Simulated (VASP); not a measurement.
# MnO2 (P4_2/mnm) in VASP: notebook

The runs below take MnO2 through single point, with PBE.

All numbers are computed with VASP 6.6.1; they aren't measurements. Logs are shortened: lines on timing, memory, paths and dates and some standing lists are left out, and cuts for length are marked.

## Step 1: The crystal as given

Symmetry: P4_2/mnm, No. 136, tetragonal system. The conventional cell has a = 4.400 Å, b = 4.400 Å, c = 2.867 Å, α = 90.00°, β = 90.00°, γ = 90.00°. Around Mn (site symmetry mmm) lie 6 O at 1.88 to 1.90 Å. O (site symmetry m2m) has 3 Mn at 1.88 to 1.90 Å as nearest neighbours.

The cell is a database's computed one.

## Step 2: Single point, PBE, collinear spin, typed start

The input, INCAR:

```
SYSTEM = MnO2
ALGO = Fast ; EDIFF = 1E-6
ENCUT = 520 ; GGA = PE
ISIF = 2 ; ISMEAR = 0
ISPIN = 2 ; LASPH = .TRUE.
LCHARG = .FALSE. ; LMAXMIX = 4
LORBIT = 11 ; LREAL = .FALSE.
LWAVE = .FALSE. ; MAGMOM = 4 -4 0 0 0 0
NBANDS = 38 ; NELM = 150
PREC = Accurate ; SIGMA = 0.1
```

The input, KPOINTS:

```
k-points
0
G
  4 4 6
  0 0 0
```

The input, POSCAR:

```
MnO2
1.0
    4.4004180000      0.0000000000      0.0000000000
    0.0000000000      4.4004180000      0.0000000000
    0.0000000000      0.0000000000      2.8670780000
Mn O
2 4
Direct
    0.0000000000      0.0000000000      0.0000000000
    0.5000000000      0.5000000000      0.5000000000
    0.3049160000      0.3049160000      0.0000000000
    0.1950840000      0.8049160000      0.5000000000
    0.6950840000      0.6950840000      0.0000000000
    0.8049160000      0.1950840000      0.5000000000
```

Potentials or basis: VASP PAW PBE potentials, release 64 (Mn_pv, O).

On the command line:

```
$ cat potpaw_PBE.64/Mn_pv/POTCAR potpaw_PBE.64/O/POTCAR > POTCAR
$ mpirun -np 1 vasp_std > vasp.out
```

OUTCAR:

```text
SYSTEM = MnO2
   EDIFF = 1E-6
   ENCUT = 520
   GGA = PE
   ISIF = 2
   ISMEAR = 0
   ISPIN = 2
   LASPH = .TRUE.
   LORBIT = 11
   LREAL = .FALSE.
   NELM = 150
   PREC = Accurate

 ion  position               nearest neighbor table
   1  0.000  0.000  0.000-   4 1.88   6 1.88   4 1.88   6 1.88   5 1.90   3 1.90
   2  0.500  0.500  0.500-   3 1.88   5 1.88   3 1.88   5 1.88   4 1.90   6 1.90
   3  0.305  0.305  0.000-   2 1.88   2 1.88   1 1.90
   4  0.195  0.805  0.500-   1 1.88   1 1.88   2 1.90
   5  0.695  0.695  0.000-   2 1.88   2 1.88   1 1.90
   6  0.805  0.195  0.500-   1 1.88   1 1.88   2 1.90

  LATTYP: Found a simple tetragonal cell.
 ALAT       =     4.4004180000
 C/A-ratio  =     0.6515467394

  Lattice vectors:

 A1 = (   4.4004180000,   0.0000000000,   0.0000000000)
 A2 = (   0.0000000000,   4.4004180000,   0.0000000000)
 A3 = (   0.0000000000,   0.0000000000,   2.8670780000)

Analysis of symmetry for initial positions (statically):
=====================================================================
 Subroutine PRICEL returns:
 Original cell was already a primitive cell.

 Routine SETGRP: Setting up the symmetry group for a
 simple tetragonal supercell.

 Subroutine GETGRP returns: Found 16 space group operations
 (whereof  8 operations were pure point group operations)
 out of a pool of 16 trial point group operations.

The static configuration has the point symmetry D_2h.
 The point group associated with its full space group is D_4h.

Analysis of symmetry for dynamics (positions and initial velocities):
=====================================================================
 Subroutine PRICEL returns:
 Original cell was already a primitive cell.

 Routine SETGRP: Setting up the symmetry group for a
 simple tetragonal supercell.

 Subroutine GETGRP returns: Found 16 space group operations
 (whereof  8 operations were pure point group operations)
 out of a pool of 16 trial point group operations.

The dynamic configuration has the point symmetry D_2h.
 The point group associated with its full space group is D_4h.

Analysis of structural, dynamic, and magnetic symmetry:
=====================================================================
 Subroutine PRICEL returns:
 Original cell was already a primitive cell.

 Routine SETGRP: Setting up the symmetry group for a
 simple tetragonal supercell.

 Subroutine GETGRP returns: Found 16 space group operations
 (whereof  8 operations were pure point group operations)
 out of a pool of 16 trial point group operations.

The overall configuration has the point symmetry D_2h.
 The point group associated with its full space group is D_4h.

 Subroutine INISYM returns: Found 16 space group operations
 (whereof  8 operations are pure point group operations),
 and found     1 'primitive' translations

----------------------------------------------------------------------------------------

                                     Primitive cell

  volume of cell :      55.5172

  direct lattice vectors                    reciprocal lattice vectors
     4.400418000  0.000000000  0.000000000     0.227251138  0.000000000  0.000000000
     0.000000000  4.400418000  0.000000000     0.000000000  0.227251138  0.000000000
     0.000000000  0.000000000  2.867078000     0.000000000  0.000000000  0.348787162

  length of vectors
     4.400418000  4.400418000  2.867078000     0.227251138  0.227251138  0.348787162

  position of ions in fractional coordinates (direct lattice)
     0.000000000  0.000000000  0.000000000
     0.500000000  0.500000000  0.500000000
     0.304916000  0.304916000  0.000000000
     0.195084000  0.804916000  0.500000000
     0.695084000  0.695084000  0.000000000
     0.804916000  0.195084000  0.500000000

  ion indices of the primitive-cell ions
   primitive index   ion index
                 1           1
                 2           2
                 3           3
                 4           4
                 5           5
[... 33 lines left out ...]
  0.250000  0.250000  0.000000      4.000000
  0.500000  0.250000  0.000000      4.000000
  0.500000  0.500000  0.000000      1.000000
[... 16 lines left out ...]
  0.500000  0.250000  0.500000      4.000000
  0.500000  0.500000  0.500000      1.000000
   k-points           NKPTS =     24   k-points in BZ     NKDIM =     24   number of bands    NBANDS=     38
   number of dos      NEDOS =    301   number of ions     NIONS =      6
   total plane-waves  NPLWV =  31104
   dimension x,y,z NGX =    36 NGY =   36 NGZ =   24
   dimension x,y,z NGXF=    72 NGYF=   72 NGZF=   48
   ions per type =               2   4
   NGX,Y,Z   is equivalent  to a cutoff of  13.60, 13.60, 13.92 a.u.
   NGXF,Y,Z  is equivalent  to a cutoff of  27.20, 27.20, 27.83 a.u.
 SYSTEM =  MnO2
   PREC   = accura    normal or accurate (medium, high low for compatibility)
   ISTART =      0    job   : 0-new  1-cont  2-samecut
   ICHARG =      2    charge: 1-file 2-atom 10-const
   ISPIN  =      2    spin polarized calculation?
   LNONCOLLINEAR =      F non collinear calculations
   LSORBIT =      F    spin-orbit coupling
   LASPH  =      T    aspherical Exc in radial PAW
   ENCUT  =  520.0 eV  38.22 Ry    6.18 a.u.   8.18  8.18  5.33*2*pi/ulx,y,z
   NELM   =    150;   NELMIN=  2; NELMDL= -5     # of ELM steps
   EDIFF  = 0.1E-05   stopping-criterion for ELM
   LREAL  =      F    real-space projection
   EDIFFG = 0.1E-04   stopping-criterion for IOM
   NSW    =      0    number of steps for IOM
   IBRION =     -1    ionic relax: 0-MD 1-quasi-New 2-CG
   NFREE  =      0    steps in history (QN), initial steepest desc. (CG)
   ISIF   =      2    stress and relaxation
   ISYM   =      2    0-nonsym 1-usesym 2-fastsym
   POTIM  = 0.5000    time-step for ionic-motion
   TEBEG  =    0.0;   TEEND  =   0.0 temperature during run
   PSTRESS=    0.0 pullay stress
   NELECT =      50.0000    total number of electrons
   NUPDOWN=      -1.0000    fix difference up-down
   EMIN   =  10.00;   EMAX   =-10.00  energy-range for DOS
   EFERMI =   0.00;   METHOD = LEGACY
   ISMEAR =     0;   SIGMA  =   0.10  broadening in eV -4-tet -1-fermi 0-gaus
   EFERMI_NEDOS =   21; number of points for ismear=-14 and -15
   IALGO  =     68    algorithm
   IMIX   =      4    mixing-type and parameters
     AMIX     =   0.40;   BMIX     =  1.00
     AMIX_MAG =   1.60;   BMIX_MAG =  1.00
  volume/ion in A,a.u.               =       9.25        62.44
  Fermi-wavevector in a.u.,A,eV,Ry     =   1.580965  2.987591 34.007105  2.499452
  Thomas-Fermi vector in A             =   2.681113
   LORBIT       =     11    0 simple, 1 ext, 2 COOP (PROOUT), +10 PAW based schemes
   GGA     = PE    functional components
   LHFCALC =     F    Hartree Fock is set to
   AEXX    =    0.0000 exact exchange contribution
   IVDW    =     0    specifies the selected vdW correction
   LEPSILON=     F    determine dielectric tensor
   LRPA    =     F    only Hartree local field effects (RPA)
 spin polarized calculation
 RMM-DIIS sequential band-by-band and
 Gauss-broadening in eV      SIGMA  =   0.10
  energy-cutoff  :      520.00
  volume of cell :       55.52
 maximum number of plane-waves:      1514
 NGX is ok and might be reduce to    36
   NGX = 17   NGY = 17   NGZ = 11

 number of electron      49.9999968 magnetization       0.0000000

 number of electron      49.9999968 magnetization      -0.0000000

 Free energy of the ion-electron system (eV)
  ---------------------------------------------------
  ext. energy  EPLUGINS =         0.00000000
  ---------------------------------------------------
  free energy    TOTEN  =       -47.90925868 eV

  energy without entropy =      -47.90345766  energy(sigma->0) =      -47.90635817

 E-fermi :   5.3690     XC(G=0): -12.0282

 val. band max:        5.3559735359   @ k =   0.5000   0.5000   0.1667
 cond. band min:       5.3712218731   @ k =   0.2500   0.2500   0.0000
 fundamental gap:      0.0152483373
 Fermi energy:         5.3690049497

 spin component 1

 k-point     1 :       0.0000    0.0000    0.0000
  band No.  band energies     occupation
      1     -45.2236      1.00000
      2     -45.1332      1.00000
      3     -45.0537      1.00000
      4     -42.4115      1.00000
      5     -42.3578      1.00000
      6     -42.3307      1.00000
[... 949 lines left out ...]
     36      18.9479      0.00000
     37      20.5566      0.00000
 Fermi energy:         5.3690049497

 spin component 2

 k-point     1 :       0.0000    0.0000    0.0000
  band No.  band energies     occupation
      1     -45.2236      1.00000
      2     -45.1332      1.00000
      3     -45.0537      1.00000
      4     -42.4115      1.00000
      5     -42.3578      1.00000
      6     -42.3307      1.00000
[... 949 lines left out ...]
     36      18.9481      0.00000
     37      20.5525      0.00000
 [bands above 37 left out]

------------------------ aborting loop because EDIFF is reached ----------------------------------------

  FORCE on cell =-STRESS in cart. coord.  units (eV):
  Direction    XX          YY          ZZ          XY          YZ          ZX
  --------------------------------------------------------------------------------------
  -------------------------------------------------------------------------------------
  Total        1.3861348      1.3861348      1.3858910     -0.0000000      0.0000000      0.0000000
  in kB       40.0026420     40.0026420     39.9956067     -0.0000000      0.0000000      0.0000000
  external PRESSURE =      40.0002969 kB  Pullay stress =       0.0000000 kB

 VOLUME and BASIS-vectors are now :
 -----------------------------------------------------------------------------
  energy-cutoff  :      520.00
  volume of cell :       55.52
      direct lattice vectors                 reciprocal lattice vectors
     4.400418000  0.000000000  0.000000000     0.227251138  0.000000000  0.000000000
     0.000000000  4.400418000  0.000000000     0.000000000  0.227251138  0.000000000
     0.000000000  0.000000000  2.867078000     0.000000000  0.000000000  0.348787162

 POSITION                                       TOTAL-FORCE (eV/Angst)
 -----------------------------------------------------------------------------------
      0.00000      0.00000      0.00000         0.000000      0.000000      0.000000
      2.20021      2.20021      1.43354         0.000000      0.000000      0.000000
      1.34176      1.34176      0.00000        -0.110473     -0.110473      0.000000
      0.85845      3.54197      1.43354         0.110473     -0.110473      0.000000
      3.05866      3.05866      0.00000         0.110473      0.110473      0.000000
      3.54197      0.85845      1.43354        -0.110473      0.110473      0.000000
 -----------------------------------------------------------------------------------
    total drift:                                0.000000      0.000000      0.000000

  FREE ENERGIE OF THE ION-ELECTRON SYSTEM (eV)
  ---------------------------------------------------
  free  energy   TOTEN  =       -47.9092586784 eV

  energy  without entropy=      -47.9034576601  energy(sigma->0) =      -47.90635817

 total charge

# of ion       s       p       d       tot
------------------------------------------
    1        0.354   6.467   4.917  11.738
    2        0.354   6.467   4.917  11.738
    3        1.569   3.460   0.000   5.030
    4        1.569   3.460   0.000   5.030
    5        1.569   3.460   0.000   5.030
    6        1.569   3.460   0.000   5.030
--------------------------------------------------
tot          6.985  26.775   9.834  43.594

 magnetization (x)

# of ion       s       p       d       tot
------------------------------------------
    1        0.013   0.021   2.471   2.504
    2       -0.013  -0.021  -2.471  -2.504
    3       -0.001  -0.048   0.000  -0.049
    4        0.001   0.048   0.000   0.049
    5       -0.001  -0.048   0.000  -0.049
    6        0.001   0.048   0.000   0.049
--------------------------------------------------
tot          0.000   0.000   0.000   0.000
```

It took 2.2 min on 1 thread of AMD EPYC 7R13 (Zen 3), shared host; peak memory 0.2 GiB.

Results:

```yaml
Free_energy: -47.9093 eV
Pressure: 4.0 GPa
Largest_force: 0.156 eV/Å
Band_gap_on_the_k_mesh: none (metal or under the smearing width)
Net_moment: 0.00 μB per cell
Site_moments: Mn +2.50, -2.50; O -0.05, +0.05 μB
Valence_electrons_inside_the_program's_atomic_spheres: Mn 11.74; O 5.03
```

Forces on the atoms (eV/Å):
```
Mn   0.000  0.000  0.000
Mn   0.000  0.000  0.000
O   -0.110 -0.110  0.000
O    0.110 -0.110  0.000
O    0.110  0.110  0.000
O   -0.110  0.110  0.000
```

Caveat: the k mesh is coarse (spacing up to 0.37 Å⁻¹), so the values aren't converged; semilocal functionals often make such compounds metallic where correlation or magnetic order opens a gap, which also shifts bond lengths. With open d or f shells a metallic result of PBE can be an artefact of self-interaction; +U or a hybrid may open a gap.

## Step 3: Single point, PBE, collinear spin, typed start

This run uses another cell than the first one, of 9.36 Å³/atom, 1.012 times its volume.

The input, INCAR:

```
ALGO = Fast ; EDIFF = 1E-6
ENCUT = 520 ; GGA = PE
ISIF = 2 ; ISMEAR = 0
ISPIN = 2 ; LASPH = True
LCHARG = False ; LMAXMIX = 4
LORBIT = 11 ; LREAL = False
LWAVE = False ; MAGMOM = 2.44 -2.44 0 0 0 0
NBANDS = 38 ; NELM = 150
PREC = Accurate ; SIGMA = 0.1
```

The input, KPOINTS:

```
k-points
0
Gamma
  4 4 6
```

The input, POSCAR:

```
MnO2
1.0
    4.4234524605     -0.0000011890      0.0000000000
   -0.0000011890      4.4234524605      0.0000000000
    0.0000000000      0.0000000000      2.8700194321
Mn O
2 4
Direct
    0.0000000000      0.0000000000      0.0000000000
    0.5000000000      0.5000000000      0.5000000000
    0.3043405289      0.3043405289      0.0000000000
    0.1956596528      0.8043403472      0.5000000000
    0.6956594711      0.6956594711      0.0000000000
    0.8043403472      0.1956596528      0.5000000000
```

Potentials or basis: VASP PAW PBE potentials, release 64 (Mn_pv, O).

On the command line:

```
$ cat potpaw_PBE.64/Mn_pv/POTCAR potpaw_PBE.64/O/POTCAR > POTCAR
$ mpirun -np 1 vasp_std > vasp.out
```

Wall time 1.7 min (1 thread of AMD EPYC 7R13 (Zen 3), shared host); peak memory 0.21 GiB.

The run converged. Its results:

```yaml
Free_energy: -47.9217 eV
Pressure: 1.1 GPa
Largest_force: 0.035 eV/Å
Band_gap_on_the_k_mesh: none (metal or under the smearing width)
Net_moment: 0.00 μB per cell
Site_moments: Mn +2.52, -2.52; O -0.05, +0.05 μB
Valence_electrons_inside_the_program's_atomic_spheres: Mn 11.71; O 5.02
```

Forces in eV/Å, atoms in the order of the input:
```
Mn   0.000  0.000  0.000
Mn   0.000  0.000  0.000
O   -0.024 -0.024  0.000
O    0.024 -0.024  0.000
O    0.024  0.024  0.000
O   -0.024  0.024  0.000
```

Stress tensor (GPa, compression positive):
```
1.04 0.00 0.00
0.00 1.04 0.00
0.00 0.00 1.31
```

Levels at points of the mesh, in eV from the Fermi level:
Spin up:
| k point | band 23 | band 24 | band 25 | band 26 | band 27 | band 28 |
| --- | --- | --- | --- | --- | --- | --- |
| (0.00, 0.00, 0.00) | -1.10 | -1.03 | -0.40 | -0.20 | 0.39 | 1.14 |
| (0.50, 0.00, 0.00) | -1.40 | -1.25 | -0.51 | 0.83 | 1.17 | 1.79 |
| (0.50, 0.50, 0.00) | -2.01 | -1.99 | -0.26 | 0.18 | 0.39 | 2.15 |
| (0.00, 0.00, 0.50) | -1.98 | -0.81 | -0.02 | 1.17 | 1.30 | 1.50 |
| (0.50, 0.00, 0.50) | -1.72 | -1.62 | -1.13 | 0.77 | 1.16 | 1.32 |
| (0.50, 0.50, 0.50) | -1.49 | -0.71 | -0.60 | 1.00 | 1.22 | 1.53 |
Spin down:
```
           k point  band 21  band 22  band 23  band 24  band 25  band 26  band 27  band 28  band 29  band 30
(0.00, 0.00, 0.00)    -1.59    -1.57    -1.10    -1.03    -0.40    -0.20     0.39     1.14     1.97     3.15
(0.50, 0.00, 0.00)    -1.90    -1.41    -1.40    -1.25    -0.51     0.83     1.17     1.79     2.36     2.61
(0.50, 0.50, 0.00)    -2.36    -2.22    -2.01    -1.99    -0.26     0.18     0.39     2.15     2.19     2.93
(0.00, 0.00, 0.50)    -2.88    -2.46    -1.98    -0.81    -0.02     1.17     1.30     1.50     1.88     2.08
(0.50, 0.00, 0.50)    -2.01    -1.81    -1.72    -1.62    -1.13     0.77     1.16     1.32     1.42     1.97
(0.50, 0.50, 0.50)    -2.09    -1.99    -1.49    -0.71    -0.60     1.00     1.22     1.53     1.91     2.12
```

Caveat: the k mesh is coarse (spacing up to 0.36 Å⁻¹), so the values aren't converged; semilocal functionals often make such compounds metallic where correlation or magnetic order opens a gap, which also shifts bond lengths.
